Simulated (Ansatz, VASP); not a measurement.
Two plane-wave programs on Be

```xyz
3
Lattice="-1.9960 1.9960 1.9967 1.9960 -1.9960 1.9967 1.9960 1.9960 -1.9967" Properties=species:S:1:pos:R:3 pbc="T T T"
Be    0.0000    0.0000    0.0000
Be    0.0000    1.9960    0.0000
Be    1.9960    0.0000    0.0000
```

Alike in both runs: functional PBE; k mesh 6 × 6 × 6; occupations gaussian, width 0.1 eV; no spin polarisation.

Ansatz relaxed the structure, and its values are those at the end. VASP's run is a single point on that final structure, the one shown.

|  | VASP | Ansatz |
| --- | --- | --- |
| version | VASP 6.6.1 | Ansatz 0.2.0 |
| potentials or method | VASP PAW PBE potentials, release 64 (Be) | scalar-relativistic, plane waves, PAW |
| plane-wave cutoff (eV) | 520 | 420 |
| valence electrons in the cell | 6 | 6 |

Ansatz gave:

* gap on the k mesh at the Fermi level (eV): none
* pressure (GPa): 0.1

What did VASP give for the same quantities?

gap on the k mesh at the Fermi level (eV): none; pressure (GPa): 0.2.

A gap of «none» marks a metal or a gap that the smearing closes.

Caveats: the k mesh is coarse (spacing up to 0.37 Å⁻¹), so the values aren't converged.
